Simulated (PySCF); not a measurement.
## Computed and reference excited states of `CC(C)=O` (acetone)

Published values to compare with (the computed states carry no symmetry labels, so the two lists aren't matched line by line):

| state | E (eV) | f | kind of transition | source |
| --- | --- | --- | --- | --- |
| 3A2(n→π*) | 4.05 |  | vertical absorption | [1] |
| 3A2(n→π*) | 4.13 |  | vertical absorption | [2] |
| 3A2(n→π*) | 4.15 |  | band maximum or as reported | [3] |
| 1A2(n→π*) | 4.40 |  | vertical absorption | [1] |
| 1A2(n→π*) | 4.47 |  | vertical absorption | [2] |
| 1A2(n→π*) | 4.48 |  | band maximum or as reported | [3] |
| 3A1(π→π*) | 6.03 |  | vertical absorption | [1] |
| 3A1(π→π*) | 6.25 |  | vertical absorption | [2] |
| 1B2(n→3s) | 6.36 |  | band maximum or as reported | [3] |
| 1B2(n→3s) | 6.46 | 0.000 | vertical absorption | [2] |
| 1A2(n→3p) | 7.36 |  | band maximum or as reported | [3] |
| 1A1(n→3p) | 7.41 |  | band maximum or as reported | [3] |
| 1B2(n→3p) | 7.45 |  | band maximum or as reported | [3] |
| 1A2(n→3p) | 7.47 |  | vertical absorption | [2] |
| 1A1(n→3p) | 7.51 | 0.004 | vertical absorption | [2] |
| 1B2(n→3p) | 7.62 | 0.029 | vertical absorption | [2] |
| 1B1(σ→π*) | 9.17 |  | vertical absorption | [1] |
| 1A1(π→π*) | 9.65 |  | vertical absorption | [1] |

[1] computed, CC3/TZVP, gas; arXiv:2401.06101 (2024), CC3 reference column of Thiel's set
[2] computed, theoretical best estimate (aug-cc-pVTZ, frozen core, CC3 geometry), gas; Veril, Scemama, Caffarel, Lipparini, Boggio-Pasqua, Jacquemin, Loos, WIREs Comput. Mol. Sci. 2021, 11, e1517 (QUESTDB)
[3] measured, gas; Loos, Lipparini, Boggio-Pasqua, Scemama, Jacquemin (2019), arXiv:1912.04173, literature columns

Acetone, C3H6O.
Cartesian coordinates in Å at the PBE0-D3(BJ)/def2-SVP level; atoms count from 1:
```
atom  x, y, z in Å
C1    -1.220   -0.089   -0.382
C2    -0.105    0.030    0.630
C3     1.301    0.059    0.079
O4    -0.325    0.095    1.815
H5    -1.152   -1.059   -0.901
H6    -1.136    0.692   -1.153
H7    -2.190   -0.015    0.125
H8     2.022    0.090    0.905
H9     1.490   -0.824   -0.552
H10    1.438    0.944   -0.563
```

Method used: PySCF, TDDFT wB97X-D/def2-SVPD, vertical, gas phase, core orbitals frozen in the response.

Computed singlets: 4.51 eV (f 0.000); 7.26 eV (f 0.032); 8.60 eV (f 0.032); 8.69 eV (f 0.000); 8.77 eV (f 0.003); 9.01 eV (f 0.001); 9.16 eV (f 0.012); 9.17 eV (f 0.031); 9.25 eV (f 0.234); 9.67 eV (f 0.111). Computed triplets (Tamm–Dancoff): 3.97, 6.14, 7.17, 8.24 eV.

Problem. How does the lowest computed singlet compare with the best estimate listed for the lowest singlet (vertical absorption)?

Solution. 4.51 eV against 4.47 eV for 1A2(n→π*) [2]: a difference of +0.04 eV. Geometry and basis of the two calculations needn't be the same.

Problem. How does the lowest computed triplet compare with the best estimate listed for the lowest triplet (vertical absorption)?

Solution. 3.97 eV against 4.13 eV for 3A2(n→π*) [2]: a difference of -0.16 eV. Geometry and basis of the two calculations needn't be the same.

A measured band maximum holds vibronic effects and, in solution, solvent shifts, so it needn't equal the vertical energy.

All these states lie below the vertical ionisation energy of 9.73 eV (ΔSCF).
